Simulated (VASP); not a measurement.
HfO2: relaxation of cell and atoms with PBEsol

Crystal: HfO2.

```
CELL_PARAMETERS angstrom
0.00000 2.55750 2.55750
2.55750 0.00000 2.55750
2.55750 2.55750 0.00000
ATOMIC_POSITIONS crystal
Hf 0.00000 0.00000 0.00000
O 0.25000 0.25000 0.25000
O 0.75000 0.75000 0.75000
```

Measurements of this composition are mostly on another form, of space group No. 14.

| Property | Result |
| --- | --- |
| Program | VASP 6.6.1 |
| Task | relaxation of cell and atoms |
| Functional | PBEsol |
| Potentials or basis | VASP PAW PBE potentials, release 64 (Hf_pv, O) |
| Cutoff | 600 eV |
| k mesh | 10 × 10 × 10 |
| Occupations | gaussian, width 0.03 eV |
| Spin | no spin polarisation |
| Further INCAR settings | ALGO = Normal; EDIFF = 1e-06; IBRION = 2; EDIFFG = -0.01; NSW = 90; ISIF = 3 |

The relaxed volume is 10.53 Å³/atom, the relaxed cell is a = 3.549 Å, b = 3.549 Å, c = 3.549 Å, α = 60.00°, β = 60.00°, γ = 60.00° and the space group after relaxing (to 0.05 Å) is Fm-3m (No. 225). The energy gained by relaxing is 28.0 meV/atom and the ionic steps are 4. The pressure after relaxing is 0.0 GPa and the band gap on the k mesh is 3.75 eV, direct.

The path:
```
step  energy change (eV)  largest force (eV/Å)  pressure (GPa)  volume (Å³)
   1              0.0000                0.0000          -13.75        33.46
   2              0.1212                0.0000           27.64        29.03
   3             -0.0839                0.0000           -0.33        31.64
   4             -0.0839                0.0000           -0.05        31.60
```

Final structure:
```
Hf O
1.0
     0.00000    2.50937    2.50937
     2.50937    0.00000    2.50937
     2.50937    2.50937    0.00000
Hf O
1 2
Direct
  0.00000 0.00000 0.00000
  0.25000 0.25000 0.25000
  0.75000 0.75000 0.75000
```

Levels at points of the mesh, in eV from the valence-band top:
```csv
k point,band 7,band 8,band 9,band 10,band 11,band 12,band 13,band 14,band 15
"(0.00, 0.00, 0.00)",-5.59,-5.59,-0.63,-0.63,-0.63,3.85,3.85,5.89,10.81
"(0.50, 0.00, 0.00)",-4.52,-3.13,-2.84,-1.89,-1.89,4.63,4.63,7.24,8.94
"(0.50, 0.50, 0.00)",-3.57,-3.57,-1.60,-1.60,0.00,3.75,5.59,6.88,8.41
```

Run time: 94 s on 1 thread of Intel(R) Xeon(R) Platinum 8488C (Sapphire Rapids) (shared host), peak memory 0.19 GiB.

Caveat: the PAW data sets were made with another functional, which shifts forces and pressure a little; spin-orbit coupling is left out, which moves the levels of the heavy elements. A k mesh can miss the band edges.
